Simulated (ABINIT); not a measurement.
Runs of ABINIT 10.8.3 (patched build) on CoO. Symmetry: R3m, No. 160, trigonal system. Conventional cell: a = 3.204 Å, b = 3.204 Å, c = 7.699 Å, α = 90.00°, β = 90.00°, γ = 120.00°. Around Co (site symmetry 3m) lie 4 O at 1.91 to 1.96 Å. O (site symmetry 3m) is surrounded by 4 Co at 1.91 to 1.96 Å. Measurements of this composition are mostly on another form, of space group No. 225.

```tsv
task	level	U	k mesh	cutoff (eV)	fine-grid cutoff	double counting (usepawu)	k mesh for the DOS	mesh quality	gap on the mesh (eV)	pressure (GPa)	moment (μB)	largest force (eV/Å)
band structure	PBEsol	-	10 × 10 × 10	707	1306.15 eV	-	-	not flagged	none	-8.0	2.78	(b)
band structure	WC	-	6 × 6 × 6	844	1442.2 eV	-	-	coarse	none	-8.0	(c)	0.24
projected density of states	LDA+U	Co d U = 6 eV	6 × 6 × 6	707	1306.15 eV	1	8 × 8 × 8	coarse	none	1.7	3.01	0.33
projected density of states	LDA+U	Co d U = 4 eV	6 × 6 × 6	707	1306.15 eV	1	8 × 8 × 8	not flagged	(a)	0.5	3.00	0.39
projected density of states	LDA+U	Co d U = 0 eV	6 × 6 × 6	707	1306.15 eV	1	8 × 8 × 8	coarse	none	-15.4	2.65	0.20
```

Alike in all rows: potentials or basis JTH PAW PBE v2.0; spin collinear, ferromagnetic start; cell as given; smearing fermi-dirac 0.05 eV.

Question: Fill in the values left out.

Answer: (a) 0.34; (b) 0.23; (c) 2.72.

Caveats: some runs use coarse meshes; the PAW data sets were made with another functional, which shifts forces and pressure a little; a cell with one magnetic atom can't hold antiferromagnetic order, which such compounds often take; semilocal functionals often make such compounds metallic where correlation or magnetic order opens a gap, which also shifts bond lengths (some runs).

A k mesh can miss the band edges.

A gap of «none» marks a metal or a gap under the smearing width.

Runs at the PBE level aren't shown here.
